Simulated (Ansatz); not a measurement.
## NaCl (Pm-3m): the cell at rest

Aim: bring NaCl (Pm-3m) to small forces and stress, as phonons need.

Main program and level: Ansatz 0.2.0; DFT PBEsol, scalar-relativistic, plane waves, PAW; PAW set soft_1.

Report form: the programs' logs are mostly left out.

## Step 1: The starting structure

It takes space group Pm-3m (No. 221, cubic). The conventional cell has a = 3.502 Å, b = 3.502 Å, c = 3.502 Å, α = 90.00°, β = 90.00°, γ = 90.00°. Nearest to Na lie 8 Cl at 3.03 Å. Nearest to Cl lie 8 Na at 3.03 Å. Farther neighbours and most contacts between anions are not listed.

Structure file:

```cif
data_structure
_symmetry_space_group_name_H-M 'Pm-3m'
_symmetry_Int_Tables_number 221
_cell_length_a 3.5022
_cell_length_b 3.5022
_cell_length_c 3.5022
_cell_angle_alpha 90.000
_cell_angle_beta 90.000
_cell_angle_gamma 90.000
_cell_volume 42.96
loop_
_atom_site_label
_atom_site_type_symbol
_atom_site_symmetry_multiplicity
_atom_site_Wyckoff_symbol
_atom_site_fract_x
_atom_site_fract_y
_atom_site_fract_z
_atom_site_occupancy
Na1 Na 1 a 0.00000 0.00000 0.00000 1
Cl1 Cl 1 b 0.50000 0.50000 0.50000 1
```

## Step 2: Probe on a coarse mesh

A quick single point on a coarse mesh tells whether the cell has a gap and how far it is from rest, which sets the k mesh and smearing that follow.

File input.yaml:

```yaml
crystal:
  lattice:
    - [3.50219, 0.0, 0.0]
    - [0.0, 3.50219, 0.0]
    - [0.0, 0.0, 3.50219]
  atoms:
    - { symbol: Na, position: [0.0, 0.0, 0.0] }
    - { symbol: Cl, position: [0.5, 0.5, 0.5] }
kpoints:
  mp_grid: { grid: [6, 6, 6] }
hamiltonian:
  xc: pbesol
  pseudopotentials: { kind: paw, azcp: { folder: soft_1 }, xc_functional: pbe }
scf:
  occupations: { method: gaussian, width: 0.1 }
output:
  forces: true
  stress: true
  eigenvalues: true
```

Command:

```bash
$ ansatz run input.yaml --threads 4 --pin off --max-ram 10240MiB --backend cpu --events-out ev --progress --plain --runs-dir out
```

Elapsed: 1 s, on 4 threads of Arm Neoverse V2, shared host; peak memory 0.37 GiB; 1.5 s of CPU time.

A gap read on the k-mesh alone can miss the band edges.

Numbers from this step:

```
pressure           : -1.217 GPa
gap on the k-mesh  : 3.841 eV
volume per atom    : 21.48 Å³
direct gap on mesh : 4.341 eV
```

The coarse mesh shows a gap of 3.84 eV and a pressure of -1.2 GPa.

## Step 3: Bringing the structure to rest

Harmonic phonons are second derivatives at a point where the forces vanish, and they are wanted at zero stress, so atoms and cell are relaxed first.

input.yaml, as its differences from that of step 2:

```diff
@@ -14,3 +14,3 @@
 scf:
-  occupations: { method: gaussian, width: 0.1 }
+  occupations: { method: gaussian, width: 0.02 }
 output:
@@ -19 +19,6 @@
   eigenvalues: true
+relax:
+  adjacent_minimum: "off"
+  f_tol: 0.005
+  max_steps: 80
+  cell: { stress_tol: 0.05 }
```

The job ended after 1.2 s (4 threads; peak memory 0.39 GiB).

The steps of the relaxation:

```tsv
step	energy less that of the first step (eV)	largest force component (eV/Å)	pressure (GPa)	volume (Å³)
1	0.0000	0.0000	-1.22	42.96
2	-0.0064	0.0000	-0.56	41.81
3	-0.0080	0.0000	0.06	40.89
4	-0.0080	0.0000	0.00	40.97
5*	-0.0079	0.0000	0.00	40.97
```

Relaxation steps marked * repeat the geometry before them on a plane-wave basis chosen anew for their cell, so energy and pressure can jump there.

Forces are held to the 48 operations that the run works with; a distortion that breaks them can't arise in this run.

```tsv
conventional cell, symmetrised	before	after	change
a (Å)	3.502	3.447	-1.6 %
b (Å)	3.502	3.447	-1.6 %
c (Å)	3.502	3.447	-1.6 %
volume (Å³/atom)	21.48	20.48	-4.6 %
```

The relaxed structure:

```
Na Cl
1.0
     3.44730    0.00000    0.00000
     0.00000    3.44730    0.00000
     0.00000    0.00000    3.44730
Na Cl
1 1
Direct
  0.00000 0.00000 0.00000
  0.50000 0.50000 0.50000
```

This step gave:

| Quantity | Value |
| --- | --- |
| pressure | -0.002427 GPa |
| gap on the k-mesh | 3.996 eV |
| volume per atom | 20.48 Å³ |
| direct gap on mesh | 4.536 eV |

In this step the volume went from 21.48 to 20.48 Å³/atom.

## Step 4: Relaxing to small forces for the phonons

Phonons need a cell at rest on their own settings, so the relaxation is repeated with tight tolerances on forces and stress, using the mesh and the filling of the phonon run that follows.

File input.yaml:

```yaml
crystal:
  lattice:
    - [3.4472981023, 0.0, 0.0]
    - [0.0, 3.4472981023, 0.0]
    - [0.0, 0.0, 3.4472981023]
  atoms:
    - { symbol: Na, position: [0.0, 0.0, 0.0] }
    - { symbol: Cl, position: [0.5, 0.5, 0.5] }
kpoints:
  mp_grid: { grid: [8, 8, 8] }
hamiltonian:
  xc: pbesol
  pseudopotentials: { kind: paw, azcp: { folder: soft_1 }, xc_functional: pbe }
scf:
  occupations: { method: fixed }
output:
  forces: true
  stress: true
  eigenvalues: true
  write_density: true
  write_potential: true
  elf: true
  volumetric_format: npy
relax:
  adjacent_minimum: "off"
  f_tol: 0.001
  max_steps: 60
  cell: { stress_tol: 0.01 }
```

Wall time 0.82 s (4 threads); peak memory 0.39 GiB; 2.6 s of CPU time.

Little changed from the start: no atom moved by 0.005 Å and no cell edge by 0.1 %.

Numbers from this step:

- pressure: -0.008770 GPa
- direct gap on mesh: 4.537 eV

Valence density in the ac plane at fractional y = 0.000, with atoms of Na within 0.2 Å of it. It is the smooth field of the valence electrons, not physical close to the nuclei.

Ten steps, logarithmic in the rise over the least value, from '_' (0 e/Å³) to '@' (22 e/Å³), each cell a mean:
```
@@%%++::______________--**%%
##**--..______________..==**
--::..__________________..--
____________________________
____________________________
____________________________
____________________________
____________________________
____________________________
____________________________
::::..__________________..::
**++--..______________..--++
@@%%++::______________::**%%
@@@@**::______________--##@@
```
Columns run along a (3.4 Å), rows up along c (3.4 Å). Atoms in or near the plane, at fractional coordinates: Na at (0.00, 0.00).

ELF in the ac plane at fractional y = 0.000, with atoms of Na within 0.2 Å of it. It is the smooth field of the valence electrons, not physical close to the nuclei.

Ten even steps from '0' (0.01) to '9' (0.58), each cell a mean:
```
68960000001797
99830000000499
87400000000147
21000000000001
00000000000000
00000000000000
00000000000000
00000000000000
00000000000000
10000000000000
75200000000036
99720000000489
78950000001798
47971000002896
```
Columns run along a (3.4 Å), rows up along c (3.4 Å). Atoms in or near the plane, at fractional coordinates: Na at (0.00, 0.00).

Electrostatic potential energy in the ac plane at fractional y = 0.000, with atoms of Na within 0.2 Å of it. With pseudopotentials it is smooth inside the atoms' cores, unlike the true potential.

Values in eV, 14 rows by 14 columns, each cell a mean:
```
-67 -60 -33  -5   3   5   6   7   6   5   2 -10 -40 -63
-50 -36 -14   0   4   6   7   7   6   5   3  -3 -18 -40
-13  -8  -1   3   5   6   7   7   7   6   5   2  -3 -10
  1   2   3   5   6   7   8   8   8   7   6   5   3   2
  4   5   6   6   7   8   8   8   8   8   7   6   5   5
  6   6   7   7   8   8   9   9   9   8   8   7   6   6
  6   7   7   8   8   9   9   9   9   8   8   7   7   7
  6   6   7   7   8   8   9   9   9   8   8   7   7   6
  5   5   6   7   7   8   8   9   8   8   7   6   6   5
  2   3   4   5   7   7   8   8   8   7   6   5   4   3
 -7  -4   0   3   5   7   7   8   7   6   5   3   0  -5
-42 -30 -11   0   4   6   7   7   7   6   3  -1 -14 -33
-67 -57 -30  -4   3   5   6   7   6   5   2  -8 -36 -60
-68 -67 -42  -7   2   5   6   6   6   4   1 -13 -50 -67
```
Columns run along a (3.4 Å; values clipped at the 3rd and 97th percentile), rows up along c (3.4 Å). Atoms in or near the plane, at fractional coordinates: Na at (0.00, 0.00).

The forces vanish by symmetry and the pressure is -0.009 GPa, within the tolerances set. The cell now holds 20.48 Å³/atom.

## Step 5: Summary of results

```json
{
 "space group after relaxation (within 0.01 Å)": "Pm-3m",
 "lattice constant a": "3.447 Å",
 "lattice constant b": "3.447 Å",
 "lattice constant c": "3.447 Å",
 "volume per atom": "20.5 Å³",
 "gap on the k-mesh": "4.00 eV"
}
```

In words: The forces vanish by symmetry and the pressure is -0.009 GPa, within the tolerances set. The cell now holds 20.48 Å³/atom. The relaxation keeps the symmetry of its start, so it says nothing on stability against lower symmetry. The PAW files were made for PBE and serve the other functionals too.

[Logs are printed without paths, hosts, clocks, repeated set-up lines and the standing remarks that a program may print on its own settings, such as how far it seeks lower states.]

[Hosts, paths, dates, database ids (printed as entryN), source tags and the programs' standing remarks are cut or masked in the printed files.]
